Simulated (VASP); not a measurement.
MgSi:

```
Si Mg
1.0
     2.90839    0.00000    0.00000
     0.00000    2.90839    0.00000
     0.00000    0.00000    4.10343
Si Mg
1 1
Direct
  0.50000 0.50000 0.50000
  0.00000 0.00000 0.00000
```

The cell comes from a database or a generator and needn't be the stable form of this composition.

```yaml
Program: VASP 6.6.1
Task: relaxation of cell and atoms
Functional: BLYP
Dispersion: D4
Potentials_or_basis: VASP PAW PBE potentials, release 64 (Si, Mg)
Cutoff: 600 eV
k_mesh: 9 × 9 × 7
Occupations: fermi-dirac, width 0.05 eV
Spin: no spin polarisation
```

At the start: pressure -0.9 GPa; volume 17.35 Å³/atom.

**Question.** How do energy, volume and symmetry change on relaxing?

**Answer.** Over 8 steps the energy falls by 27.9 meV/atom and the volume is 17.34 Å³/atom (-0.1 %); space group P4/mmm (No. 123, to 0.05 Å).

Step by step:
| step | energy change (eV) | largest force (eV/Å) | pressure (GPa) | volume (Å³) |
| --- | --- | --- | --- | --- |
| 1 | 0.0000 | 0.0000 | -0.87 | 34.71 |
| 2 | -0.0405 | 0.0000 | 0.34 | 34.22 |
| 3 | -0.0512 | 0.0000 | 1.69 | 33.77 |
| 4 | -0.0516 | 0.0000 | 1.44 | 33.85 |
| 5 | -0.0516 | 0.0000 | 1.51 | 33.83 |
| 6 | -0.0557 | 0.0000 | 0.08 | 34.66 |
| 7 | -0.0557 | 0.0000 | 0.14 | 34.62 |
| 8 | -0.0559 | 0.0000 | -0.01 | 34.68 |

Final structure:
```
Si Mg
1.0
     2.99272    0.00000    0.00000
     0.00000    2.99272    0.00000
     0.00000    0.00000    3.87249
Si Mg
1 1
Direct
  0.50000 0.50000 0.50000
  0.00000 0.00000 0.00000
```

Caveat: the PAW data sets were made with another functional, which shifts forces and pressure a little; pairwise dispersion overbinds metals, which lowers pressure and volume.
